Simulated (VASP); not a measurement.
# BaZrO₃ in VASP 6.6.1, single-point calculation

INCAR

```
NBANDS = 28
NELM = 120
METAGGA = TPSS
LASPH = .TRUE.
LCHARG = .FALSE.
PREC = Accurate
LWAVE = .FALSE.
ISMEAR = 0
EDIFF = 1E-7
LREAL = .FALSE.
ENCUT = 520
IBRION = -1
SIGMA = 0.5
ISIF = 2
NSW = 0
```

KPOINTS

```
KPOINTS created by Atomic Simulation Environment
0
Gamma
6 6 6
0 0 0
```

POSCAR

```
Ba Zr O
 1.0000000000000000
     4.2053549142000000    0.0000000000000000    0.0000000000000000
     0.0000000000000000    4.2053549142000000    0.0000000000000000
     0.0000000000000000    0.0000000000000000    4.3735691108000001
 Ba  Zr  O
   1   1   3
Cartesian
  0.0000000000000000  0.0000000000000000  0.0000000000000000
  2.1026774571000000  2.1026774571000000  2.1867845554000001
  2.1026774571000000  2.1026774571000000  0.0000000000000000
  2.1026774571000000  0.0000000000000000  2.1867845554000001
  0.0000000000000000  2.1026774571000000  2.1867845554000001
```

The recommended PBE PAW datasets give the neutral cell 40 valence electrons.

Command

```
mpirun -np 1 vasp_std
```

Task: Predict the outcome of this run.

Result: It converged. Results: gap between bands v and c on the k mesh 3.09 eV; least direct gap on the k mesh 3.40 eV; pressure -3.8 GPa. Band v is the last that the valence electrons fill when counted band by band, and c is the next.

OSZICAR

```
N       E                     dE             d eps       ncg     rms          rms(c)
DAV:   1     0.417307402590E+03    0.41731E+03   -0.21485E+04  2932   0.152E+03
DAV:   2     0.637011274767E+02   -0.35361E+03   -0.33602E+03  3040   0.444E+02
DAV:   3     0.277655960702E+02   -0.35936E+02   -0.35316E+02  3592   0.165E+02
DAV:   4     0.263861173426E+02   -0.13795E+01   -0.13706E+01  3600   0.271E+01
DAV:   5     0.263283670231E+02   -0.57750E-01   -0.57688E-01  3644   0.579E+00    0.463E+01
DAV:   6    -0.708095515188E+02   -0.97138E+02   -0.38870E+02  2248   0.184E+02    0.173E+01
DAV:   7    -0.650619447736E+02    0.57476E+01   -0.22441E+01  3028   0.335E+01    0.706E+00
DAV:   8    -0.650509020903E+02    0.11043E-01   -0.20917E+00  3000   0.784E+00    0.381E+00
DAV:   9    -0.650044998483E+02    0.46402E-01   -0.74436E-01  3112   0.529E+00    0.158E+00
DAV:  10    -0.650132619098E+02   -0.87621E-02   -0.43327E-02  2824   0.138E+00    0.857E-01
DAV:  11    -0.650088938150E+02    0.43681E-02   -0.38791E-02  2736   0.106E+00    0.193E-01
DAV:  12    -0.650092681301E+02   -0.37432E-03   -0.42079E-03  2852   0.423E-01    0.653E-02
DAV:  13    -0.650092701169E+02   -0.19868E-05   -0.22785E-04  3124   0.861E-02    0.356E-02
DAV:  14    -0.650092810014E+02   -0.10884E-04   -0.42859E-05  2844   0.477E-02    0.103E-02
DAV:  15    -0.650092806723E+02    0.32911E-06   -0.15702E-05  3100   0.222E-02    0.638E-03
DAV:  16    -0.650092816600E+02   -0.98771E-06   -0.52114E-06  2644   0.128E-02    0.277E-03
DAV:  17    -0.650092813287E+02    0.33122E-06   -0.59176E-07  2524   0.435E-03    0.130E-03
DAV:  18    -0.650092813738E+02   -0.45076E-07   -0.50726E-08  1544   0.170E-03
   1 F= -.65009281E+02 E0= -.65009281E+02  d E =-.112770E-05
```

Standard output (part)

```
POSCAR found type information on POSCAR BaZrO
 POSCAR found :  3 types and       5 ions
 LDA part: xc-table for (None), standard interpolation
 POSCAR, INCAR and KPOINTS ok, starting setup
 WAVECAR not read
 entering main loop
```

For comparison, a separate PBE run of the intended cell, on usual settings and not on those above, gives a gap of 2.99 eV on its mesh and a pressure of -2.2 GPa.
